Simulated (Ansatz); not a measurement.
This cell of BeO (wurtzite) is off equilibrium:

```
CELL_PARAMETERS angstrom
      2.69049     0.00000     0.00000
     -1.34524     2.33003     0.00000
      0.00000     0.00000     4.36988
ATOMIC_POSITIONS crystal
  Be 0.66667 0.33333 0.00145
  Be 0.33333 0.66667 0.50145
  O  0.50249 0.15737 0.62375
  O  0.33333 0.66667 0.12375
```

These are r2SCAN (plane waves to 500 eV, PAW, scalar-relativistic; Ansatz, a quantum-chemistry and plane-wave program) values and carry that method's errors. k mesh 11×11×6 (Γ-centred), Fermi-Dirac smearing 0.05 eV. E stands for the smeared free energy. Stress and pressure are positive under compression. BeO was relaxed with its symmetry unable to fall.

### Question
Predict the force on every atom, in eV/Å.

### Answer
```json
[
 {"atom": "Be1", "Fx": "-0.377", "Fy": "-0.724", "Fz": "-0.155"},
 {"atom": "Be2", "Fx": "1.489", "Fy": "-9.180", "Fz": "-4.121"},
 {"atom": "O3", "Fx": "-1.133", "Fy": "10.589", "Fz": "4.184"},
 {"atom": "O4", "Fx": "0.021", "Fy": "-0.685", "Fz": "0.093"}
]
```

### Question
Give the stress tensor in GPa and the pressure.

### Answer
```
    0.2     -9.4     -7.1
   -9.4     50.7     21.8
   -7.1     21.8     15.1
```
The pressure, a third of the trace, is 22.0 GPa.

### Question
In it atom 3 sits (-0.205, -0.410, 0.000) Å away from its relaxed site. What is its energy relative to the relaxed cell?

### Answer
1727 meV/cell.

(For displaced atoms, the force is minus the slope of the energy, and its curvature is a force constant, which sets phonon frequencies.)
